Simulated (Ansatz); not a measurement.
# Trigonal tellurium under LDA: convergence with the cold (Marzari-Vanderbilt) smearing

How small must the cold (Marzari-Vanderbilt) smearing width be for energy and pressure to settle? The geometry was relaxed under LDA beforehand and stays fixed; 7 values are run, from 0.01 to 1.0 eV. Wanted are the values from which on the energy stays within 10 and 1 meV/atom, and the pressure within 0.5 GPa, of the narrowest run. Within the series other settings stay, but some runs also write fields, which adds to their time. Spin polarisation is left out.

Program: Ansatz 0.2.0. Level of theory: DFT LDA, plane waves with PAW, scalar-relativistic. These are calculated values, not measurements.

1 further run of the same task is left out (set aside as unsound or not needed).

## (1) The structure to begin with

The structure is trigonal, space group P3_121 (No. 152). The conventional cell has a = 4.297 Å, b = 4.297 Å, c = 5.904 Å, α = 90.00°, β = 90.00°, γ = 120.00°. Te (site symmetry 2) is surrounded by 6 Te at 2.90 to 3.32 Å.

As a file:

```xyz
3
Lattice="4.2966 0.0000 0.0000 -2.1483 3.7210 0.0000 0.0000 0.0000 5.9041" Properties=species:S:1:pos:R:3 pbc="T T T"
Te   -0.9215    3.7210    1.9680
Te    3.6832    1.0625    3.9361
Te    1.5349    2.6585    5.9041
```

## (2) With a width of 0.01 eV

The run at 0.01 eV.

The input, input.yaml:

```yaml
crystal:
  lattice:
    - [4.2966332825, 0.0, 0.0]
    - [-2.1483166412, 3.7209935734, 0.0]
    - [0.0, 0.0, 5.9041060663]
  atoms:
    - { symbol: Te, position: [0.2855404168, 1.0, 0.3333333333] }
    - { symbol: Te, position: [1.0, 0.2855404168, 0.6666666667] }
    - { symbol: Te, position: [0.7144595832, 0.7144595832, 1.0] }
hamiltonian:
  xc: lda
  pseudopotentials:
    kind: paw
    azcp:
      Te: "pseudopotentials/Te.paw.azcp"
basis:
  ecutwfc: 420
  fft_grid_basis: typed
kpoints:
  mp_grid: { grid: [9, 9, 6], shift: [0, 0, 0] }
magnetization:
  spin_polarized: false
scf:
  occupations: { method: cold, width: 0.01 }
  lower_state_search: "off"
output:
  stress: true
```

On the command line:

```
> ansatz run input.yaml --threads 2 --pin off --max-ram 5120MiB --backend cpu --events-out ev --progress --plain --runs-dir out
```

## (3) With a width of 0.03 eV

The run at 0.03 eV.

input.yaml, as its differences from that of step 2:

```diff
@@ -23,3 +23,3 @@
 scf:
-  occupations: { method: cold, width: 0.01 }
+  occupations: { method: cold, width: 0.03 }
   lower_state_search: "off"
@@ -27 +27,5 @@
   stress: true
+  write_density: true
+  write_potential: true
+  elf: true
+  volumetric_format: npy
```

## (4) With a width of 0.1 eV

The run at 0.1 eV.

input.yaml, as its differences from that of step 3:

```diff
@@ -23,3 +23,3 @@
 scf:
-  occupations: { method: cold, width: 0.03 }
+  occupations: { method: cold, width: 0.1 }
   lower_state_search: "off"
@@ -27,5 +27 @@
   stress: true
-  write_density: true
-  write_potential: true
-  elf: true
-  volumetric_format: npy
```

## (5) With a width of 0.2 eV

The run at 0.2 eV.

input.yaml, as its differences from that of step 4:

```diff
@@ -23,3 +23,3 @@
 scf:
-  occupations: { method: cold, width: 0.1 }
+  occupations: { method: cold, width: 0.2 }
   lower_state_search: "off"
```

## (6) With a width of 0.3 eV

The run at 0.3 eV.

input.yaml, as its differences from that of step 5:

```diff
@@ -23,3 +23,3 @@
 scf:
-  occupations: { method: cold, width: 0.2 }
+  occupations: { method: cold, width: 0.3 }
   lower_state_search: "off"
```

## (7) With a width of 0.6 eV

The run at 0.6 eV.

input.yaml, as its differences from that of step 6:

```diff
@@ -23,3 +23,3 @@
 scf:
-  occupations: { method: cold, width: 0.3 }
+  occupations: { method: cold, width: 0.6 }
   lower_state_search: "off"
```

## (8) With a width of 1.0 eV

The run at 1.0 eV.

input.yaml, as its differences from that of step 7:

```diff
@@ -23,3 +23,3 @@
 scf:
-  occupations: { method: cold, width: 0.6 }
+  occupations: { method: cold, width: 1.0 }
   lower_state_search: "off"
```

(Steps that only read results are left out.)

**Question.** What will these runs give?

As calculated:

| quantity | value |
| --- | --- |
| E(σ → 0) stays within 10 meV/atom of 0.01 eV | up to 0.6 eV |
| E(σ → 0) stays within 1 meV/atom | up to 0.3 eV |
| pressure stays within 0.5 GPa | up to 1.0 eV |
| pressure at 0.01 eV | -0.10 GPa |

What this shows: At 1.0 eV the energy differs by +24.4 meV/atom and the pressure by -0.3 GPa. Over the range F shifts by +48.7 meV/atom, while E(σ → 0) shifts by +24.4. This scheme cancels the term in the square of the width, so F moves little up to 0.2 eV. The mesh (9×9×6) is fixed, so the narrowest widths carry a k-point error of their own. The cell taken over is 7 % smaller than the measured one (33.92 Å³/atom, COD).
